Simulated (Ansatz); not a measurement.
# AlN (P6_3mc) in Ansatz: notebook

One crystal, AlN, is run at these levels: PBEsol; tasks: single point, equation of state.

Program: Ansatz 0.2.0. These are calculated values, not measurements. Logs are shortened: lines on timing, memory, paths and dates and some standing lists are left out, and cuts for length are marked.

**1. Starting point**

Symmetry: P6_3mc, No. 186, hexagonal system. Conventional cell: a = 3.113 Å, b = 3.113 Å, c = 4.981 Å, α = 90.00°, β = 90.00°, γ = 120.00°. Al (site symmetry 3m) has 4 N at 1.89 Å as nearest neighbours. N (site symmetry 3m) is surrounded by 4 Al at 1.89 Å.

**2. Single point, PBEsol, 9.82 Å³/atom (volume scaled by 0.94)**

The input, input.yaml:

```yaml
crystal:
  lattice:
    - [3.0494515564, 0.0, 0.0]
    - [-1.5247257782, 2.6409025155, 0.0]
    - [0.0, 0.0, 4.8793184075]
  atoms:
    - { symbol: Al, position: [0.6666666667, 0.3333333333, 0.5] }
    - { symbol: Al, position: [0.3333333333, 0.6666666667, 0.0] }
    - { symbol: "N", position: [0.6666666667, 0.3333333333, 0.88] }
    - { symbol: "N", position: [0.3333333333, 0.6666666667, 0.38] }
kpoints:
  mp_grid: { grid: [10, 10, 6] }
scf:
  occupations: { method: fermi_dirac, width: 0.05 }
hamiltonian:
  xc: pbesol
  pseudopotentials: { kind: all_electron, lapw: { basis_error: 0.002 } }
output:
  forces: true
  stress: true
  eigenvalues: true
```

Potentials or basis: all-electron LAPW, scalar-relativistic.

Run with:

```console
$ ansatz run input.yaml --threads 2 --pin off --max-ram 6144MiB --backend cpu --events-out ev --progress --plain --runs-dir out
```

Standard output:

```text
Warning: RAYON_NUM_THREADS=2 ignored (pool sized by the plan → 2); use --threads N
LAPW: plane waves up to 9.746 Å⁻¹, error target 2.0e-3 eV per atom; small_component_spin mean_spin; N in spheres of 0.888 Å, 7 of its electrons in bands, Dirac shells []; Al in spheres of 0.966 Å, 11 of its electrons in bands, Dirac shells [] (how accurate: hamiltonian.pseudopotentials.lapw.basis_error, Limitations)
Engine: ansatz 0.2.0, x86_64-unknown-linux-gnu
Pseudopotentials: kind: all_electron
Pseudopotential: Al, LAPW, valence charge 11, lapw/all_electron/scalar/gaussian/Al, Koelling and Harmon's equation, gaussian nucleus
Pseudopotential: N, LAPW, valence charge 7, lapw/all_electron/scalar/gaussian/N, Koelling and Harmon's equation, gaussian nucleus
Functional definition: PBEsol
  exchange = pbesol_x
  correlation = pbesol_c
Crystal: 4 atoms, lattice volume = 39.295 Å³
Basis set: ecut = 361.8785570193269 eV, 615 PW (Γ), exchange–correlation at level 2
Bands: 22, of which v1, the nominal top of the filled ones, is band 18 counted from 1 (17 counted from 0)
Symmetry: 12 space group operations
Space group: P63mc (ITA 186), of the structure as read, at distance tolerance 3.4e-5 Å
k-points: 56 of 600 (time reversal used)
Non-local potential: Al, projectors of the file, none
Non-local potential: N, projectors of the file, none
Initial density: superposition of atomic densities (chi_scale 0.1, normalization cell, long waves kept (reshape's long-wave potential 0.00 eV rms))
Initial wavefunctions: plane waves of lowest kinetic energy (no species holds an atomic orbital)
Functional: x = pbesol(κ = 0.804, μ = 0.12345679012345678), c = pbesol(β = 0.046)
iter 1 solved again at ethr=3.08e-2 eV; its pass at ethr=1.00e-1 eV (dr2=1.11e1 eV) is discarded
SCF iter   1: F=—  HF=-16169.028392 eV  |F-HF|=—  |Δ(HF+E_count)|=         —  Δρ=1.56e-1  dr2=1.11e1  ethr=3.08e-2  ⟨swp⟩=2.0  Hψ=8451  notcnv=0
preconditioner: auto → none  [insulator: Δε(μ)=6.481 eV  Ē_g=15.108 eV  σ=0.050 eV  W_gap=1.00  n_scr=10 (ndim 8)  ℏωp=23.7 eV  f_vac=0.000  D(μ)=0.00/eV (n_scr^D=0)  ε∞_Penn≈3.5]
iter 2 solved again at ethr=1.22e-3 eV; its pass at ethr=3.08e-2 eV (dr2=4.38e-1 eV) is discarded
SCF iter   2: F=—  HF=-16164.728910 eV  |F-HF|=—  |Δ(HF+E_count)|=    4.30e0  Δρ=4.34e-2  dr2=4.41e-1  ethr=1.22e-3  ⟨swp⟩=2.0  Hψ=6626  notcnv=0
SCF iter   3: F=—  HF=-16164.173081 eV  |F-HF|=—  |Δ(HF+E_count)|=   5.56e-1  Δρ=1.69e-2  dr2=9.17e-2  ethr=1.22e-3  ⟨swp⟩=3.0  Hψ=4278  notcnv=0
SCF iter   4: F=—  HF=-16164.156601 eV  |F-HF|=—  |Δ(HF+E_count)|=         —  Δρ=2.55e-4  dr2=1.99e-5  ethr=2.55e-4  ⟨swp⟩=2.0  Hψ=3742  notcnv=0
the basis was enlarged: its passes take 357.7 KiB over the memory plan, 2 of 2 planned eigensolver slots
SCF iter   5: F=—  HF=-16164.156373 eV  |F-HF|=—  |Δ(HF+E_count)|=   2.28e-4  Δρ=2.11e-4  dr2=1.45e-5  ethr=5.54e-8  ⟨swp⟩=3.0  Hψ=3961  notcnv=0
SCF iter   6: F=—  HF=-16164.156362 eV  |F-HF|=—  |Δ(HF+E_count)|=   1.17e-5  Δρ=7.58e-5  dr2=9.11e-7  ethr=4.04e-8  ⟨swp⟩=2.0  Hψ=3528  notcnv=0
SCF iter   7: F=-16164.156361 eV  HF=-16164.156361 eV  |F-HF|=1.00e-8  |Δ(HF+E_count)|=   6.51e-7  Δρ=9.26e-6  dr2=1.73e-8  ethr=2.53e-9  ⟨swp⟩=2.1  Hψ=3533  notcnv=0
SCF 1 converged in 7 iterations: F = -16164.156361 eV  dr2 = 1.73e-8
SCF converged after 7 iterations
Free energy (F): -16164.156361 eV
Harris-Foulkes:  -16164.156361 eV  (|F-HF|=1.00e-8)
Internal energy: -16164.156361 eV  (E = F + TS)
E sigma→0 (E₀):  -16164.156361 eV
Fermi energy:    11.697783 eV
--- Per-component energies (eV) ---
  E_band       = -2375.854246
  E_kinetic    = 16188.894829
  E_xc         = -1358.623798
  E_electrostatic = -30994.427392  (all electrons and nuclei)
  E_smearing   = -0.000000  (= −TS)
  E_closure    = 0.000000  (closes the sum)
  E_atoms      = -16132.961984  (free atoms, spherical and without spin; not in F)
  Σ components = -16164.156361   (vs F -16164.156361, Δ=0.00e0)
  Basis errors (estimates in eV, not in F): energy 9.7e-4 per atom: plane waves 9.0e-4 (5.5e-4 summed), levels above the bands 3.1e-76, relativity 6.2e-9, radial functions 7.6e-5, core shells 9.5e-12; eigenvalues (radial functions only) 1.3e-5; not estimated: angular momenta, meshes, grids; target (lapw.basis_error) 2.0e-3; muffin-tin radii N 0.888 Å, Al 0.966 Å
--- Forces (eV/Å), atoms counted from 1 ---
  atom   1  Al    -0.00000000    -0.00000000    -0.17957493
  atom   2  Al    -0.00000000     0.00000000    -0.17957493
  atom   3  N      0.00000000    -0.00000000     0.17957789
  atom   4  N      0.00000000     0.00000000     0.17957789
  max |Σ_I F_I| component: 5.93e-6 eV/Å
--- Stress (GPa, compression-positive) ---
       13.805902      -0.000000       0.000000
       -0.000000      13.805902      -0.000000
        0.000000      -0.000000      14.885496
  P = ⅓ Tr σ = 14.1658 GPa (141.658 kbar)
--- Band table (eV; the first three rows and the last of 56) ---
  k-point 0: bands = ["-362.5331", "-362.5331", "-90.5539", "-90.5524", "-52.2491", "-52.2340", "-52.2307", "-52.2307", "-52.2281", "-52.2281", "-6.2028", "-3.8139", "2.9981", "8.4565", "8.4565", "9.1273", "9.1273", "9.3213", "14.0140", "16.4257", "20.3323", "20.8141"]
  k-point 1: bands = ["-362.5331", "-362.5331", "-90.5538", "-90.5525", "-52.2481", "-52.2350", "-52.2305", "-52.2305", "-52.2283", "-52.2283", "-6.0871", "-4.0528", "3.4068", "8.4990", "8.4990", "8.7157", "9.0799", "9.0799", "14.4908", "16.4965", "20.1532", "20.7751"]
  k-point 2: bands = ["-362.5331", "-362.5331", "-90.5535", "-90.5528", "-52.2454", "-52.2378", "-52.2300", "-52.2300", "-52.2287", "-52.2287", "-5.7507", "-4.6109", "4.4632", "7.3844", "8.6168", "8.6168", "8.9522", "8.9522", "15.4309", "16.5641", "19.8710", "20.8217"]
  k-point 55: bands = ["-362.5331", "-362.5331", "-90.5522", "-90.5522", "-52.2435", "-52.2435", "-52.2359", "-52.2359", "-52.2339", "-52.2339", "-3.4129", "-3.4129", "4.1894", "4.1894", "5.4460", "5.4460", "8.4922", "8.4922", "16.5306", "16.5306", "17.8150", "17.8150"]
```

Wall time 21 s (2 threads of AMD EPYC 7R43 (Zen 3), shared host); peak memory 0.39 GiB.

What came out:

| Item | Value |
| --- | --- |
| Free energy | -16164.1564 eV |
| Pressure | 14.2 GPa |
| Largest force | 0.180 eV/Å |
| Band gap on the k mesh | 4.69 eV, direct |

**3. Single point, PBEsol, 10.03 Å³/atom (volume scaled by 0.96)**

input.yaml: that of step 2 with these lines changed.

```diff
@@ -2,5 +2,5 @@
   lattice:
-    - [3.0494515564, 0.0, 0.0]
-    - [-1.5247257782, 2.6409025155, 0.0]
-    - [0.0, 0.0, 4.8793184075]
+    - [3.070927275, 0.0, 0.0]
+    - [-1.5354636375, 2.6595010333, 0.0]
+    - [0.0, 0.0, 4.9136809369]
   atoms:
```

Potentials or basis: all-electron LAPW, scalar-relativistic.

Run with:

```console
$ ansatz run input.yaml --threads 2 --pin off --max-ram 6144MiB --backend cpu --events-out ev --progress --plain --runs-dir out
```

Wall time 20 s (2 threads of AMD EPYC 7R43 (Zen 3), shared host); peak memory 0.39 GiB.

Results (log left out):

| Property | Result |
| --- | --- |
| Free energy | -16164.2166 eV |
| Pressure | 9.0 GPa |
| Largest force | 0.162 eV/Å |
| Band gap on the k mesh | 4.50 eV, direct |

**4. Single point, PBEsol, 10.24 Å³/atom (volume scaled by 0.98)**

input.yaml: that of step 3 with these lines changed.

```diff
@@ -2,5 +2,5 @@
   lattice:
-    - [3.070927275, 0.0, 0.0]
-    - [-1.5354636375, 2.6595010333, 0.0]
-    - [0.0, 0.0, 4.9136809369]
+    - [3.092106753, 0.0, 0.0]
+    - [-1.5460533765, 2.6778429994, 0.0]
+    - [0.0, 0.0, 4.9475694625]
   atoms:
```

Run with:

```console
$ ansatz run input.yaml --threads 2 --pin off --max-ram 6144MiB --backend cpu --events-out ev --progress --plain --runs-dir out
```

It took 20 s on 2 threads of AMD EPYC 7R43 (Zen 3), shared host; peak memory 0.4 GiB.

The run converged. Its results:

| Quantity | Value |
| --- | --- |
| Free energy | -16164.2512 eV |
| Pressure | 4.3 GPa |
| Largest force | 0.145 eV/Å |
| Band gap on the k mesh | 4.32 eV, direct |

**5. Single point, PBEsol, 10.45 Å³/atom**

input.yaml: that of step 4 with these lines changed.

```diff
@@ -2,5 +2,5 @@
   lattice:
-    - [3.092106753, 0.0, 0.0]
-    - [-1.5460533765, 2.6778429994, 0.0]
-    - [0.0, 0.0, 4.9475694625]
+    - [3.113, 0.0, 0.0]
+    - [-1.5565, 2.695937082, 0.0]
+    - [0.0, 0.0, 4.981]
   atoms:
```

Run with:

```console
$ ansatz run input.yaml --threads 2 --pin off --max-ram 6144MiB --backend cpu --events-out ev --progress --plain --runs-dir out
```

Wall time 20 s (2 threads of AMD EPYC 7R43 (Zen 3), shared host); peak memory 0.4 GiB.

The run converged. Its results:

* Free energy: -16164.2626 eV
* Pressure: 0.1 GPa
* Largest force: 0.130 eV/Å
* Band gap on the k mesh: 4.14 eV, direct

**6. Single point, PBEsol, 10.66 Å³/atom (volume scaled by 1.02)**

input.yaml: that of step 5 with these lines changed.

```diff
@@ -2,5 +2,5 @@
   lattice:
-    - [3.113, 0.0, 0.0]
-    - [-1.5565, 2.695937082, 0.0]
-    - [0.0, 0.0, 4.981]
+    - [3.1336164949, 0.0, 0.0]
+    - [-1.5668082474, 2.7137914903, 0.0]
+    - [0.0, 0.0, 5.0139877163]
   atoms:
```

Potentials or basis: all-electron LAPW, scalar-relativistic.

Run with:

```console
$ ansatz run input.yaml --threads 2 --pin off --max-ram 6144MiB --backend cpu --events-out ev --progress --plain --runs-dir out
```

It took 21 s on 2 threads of AMD EPYC 7R43 (Zen 3), shared host; peak memory 0.39 GiB.

It converged, with:

```
Free energy            : -16164.2530 eV
Pressure               : -3.7 GPa
Largest force          : 0.116 eV/Å
Band gap on the k mesh : 3.97 eV, direct
```

**7. Single point, PBEsol, 10.87 Å³/atom (volume scaled by 1.04)**

input.yaml: that of step 6 with these lines changed.

```diff
@@ -2,5 +2,5 @@
   lattice:
-    - [3.1336164949, 0.0, 0.0]
-    - [-1.5668082474, 2.7137914903, 0.0]
-    - [0.0, 0.0, 5.0139877163]
+    - [3.1539652241, 0.0, 0.0]
+    - [-1.576982612, 2.7314140067, 0.0]
+    - [0.0, 0.0, 5.0465469904]
   atoms:
```

Run with:

```console
$ ansatz run input.yaml --threads 2 --pin off --max-ram 6144MiB --backend cpu --events-out ev --progress --plain --runs-dir out
```

It took 20 s on 2 threads of AMD EPYC 7R43 (Zen 3), shared host; peak memory 0.38 GiB.

Results (log left out):

```yaml
Free_energy: -16164.2242 eV
Pressure: -7.2 GPa
Largest_force: 0.102 eV/Å
Band_gap_on_the_k_mesh: 3.81 eV, direct
```

**8. Single point, PBEsol, 11.08 Å³/atom (volume scaled by 1.06)**

input.yaml: that of step 7 with these lines changed.

```diff
@@ -2,5 +2,5 @@
   lattice:
-    - [3.1539652241, 0.0, 0.0]
-    - [-1.576982612, 2.7314140067, 0.0]
-    - [0.0, 0.0, 5.0465469904]
+    - [3.1740547162, 0.0, 0.0]
+    - [-1.5870273581, 2.7488120173, 0.0]
+    - [0.0, 0.0, 5.0786914685]
   atoms:
```

Run with:

```console
$ ansatz run input.yaml --threads 2 --pin off --max-ram 6144MiB --backend cpu --events-out ev --progress --plain --runs-dir out
```

Wall time 22 s (2 threads of AMD EPYC 7R43 (Zen 3), shared host); peak memory 0.4 GiB.

The run converged. Its results:

```
Free energy            : -16164.1782 eV
Pressure               : -10.4 GPa
Largest force          : 0.089 eV/Å
Band gap on the k mesh : 3.64 eV, direct
```

**9. Equation of state, PBEsol**

Potentials or basis: all-electron LAPW, scalar-relativistic.

This step only gathers the single runs of the series.

What came out:

| Quantity | Value |
| --- | --- |
| Equilibrium volume | 10.46 Å³/atom |
| Bulk modulus at fixed shape and positions | 201 GPa |
| Pressure derivative of the bulk modulus | 3.9 |

Energy against volume, from the lowest point:
```tsv
volume (Å³/atom)	energy (meV/atom)
9.824	26.56
10.033	11.51
10.242	2.85
10.451	0.00
10.660	2.41
10.869	9.59
11.078	21.09
```

Caveat: the cell was scaled at fixed shape and fractional positions, which overstates the stiffness of a crystal with free parameters, most of all of layers and chains.
